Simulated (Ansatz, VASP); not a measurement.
**NiO: VASP beside Ansatz**

Contents of INCAR:

```
PREC     = Accurate       # precision mode
ENCUT    = 520            # plane-wave cutoff, eV
EDIFF    = 1E-6           # SCF threshold, eV
ISMEAR   = 0              # smearing method
SIGMA    = 0.05           # smearing width, eV
LREAL    = F              # projectors in reciprocal space
LASPH    = T              # aspherical terms in the spheres
NELM     = 80             # most SCF steps
ALGO     = Normal         # electronic algorithm
ISIF     = 2              # what is computed and relaxed
LWAVE    = F              # write WAVECAR
LCHARG   = F              # write CHGCAR
GGA      = PE             # functional
NBANDS   = 15             # bands
```

KPOINTS

```
regular mesh
0
Gamma
  14 14 14
```

Contents of POSCAR:

```
NiO
1.0
    0.0000000000      2.0934029142      2.0934029142
    2.0934029142      0.0000000000      2.0934029142
    2.0934029142      2.0934029142      0.0000000000
Ni O
1 1
Direct
    0.0000000000      0.0000000000      0.0000000000
    0.5000000000      0.5000000000      0.5000000000
```

Input for Ansatz:

```yaml
crystal:
  lattice:
    - [0.0, 2.0934029142, 2.0934029142]
    - [2.0934029142, 0.0, 2.0934029142]
    - [2.0934029142, 2.0934029142, 0.0]
  atoms:
    - { symbol: Ni, position: [0.0, 0.0, 0.0] }
    - { symbol: O, position: [0.5, 0.5, 0.5] }
basis:
  ecutwfc: 420
  ecutrho_ratio: 4
kpoints:
  mp_grid: { grid: [14, 14, 14] }
hamiltonian:
  xc: pbe
scf:
  occupations: { method: gaussian, width: 0.05 }
output:
  forces: true
  stress: true
  eigenvalues: true
```

Alike in both runs: task single point; functional PBE; k mesh 14 × 14 × 14; occupations gaussian, width 0.05 eV; no spin polarisation.

|  | VASP | Ansatz |
| --- | --- | --- |
| version | VASP 6.6.1 | Ansatz 0.2.0 |
| potentials or method | VASP PAW PBE potentials, release 64 (Ni, O) | scalar-relativistic, plane waves, PAW |
| plane-wave cutoff (eV) | 520 | 420 |
| valence electrons in the cell | 16 | 24 |

```csv
,VASP,Ansatz,Ansatz less VASP
gap on the k mesh at the Fermi level (eV),none,none,-
pressure (GPa),-3.7,-3.9,-0.21
```

A gap of «none» marks a metal or a gap that the smearing closes. The two sets of potentials don't hold the same shells in valence.

Caveats: the run has no spin polarisation, though such a crystal can be magnetic; semilocal functionals often make such compounds metallic where correlation or magnetic order opens a gap, which also shifts bond lengths. Spin polarisation is off, so any magnetic state and its effect on volume and gap are missing.
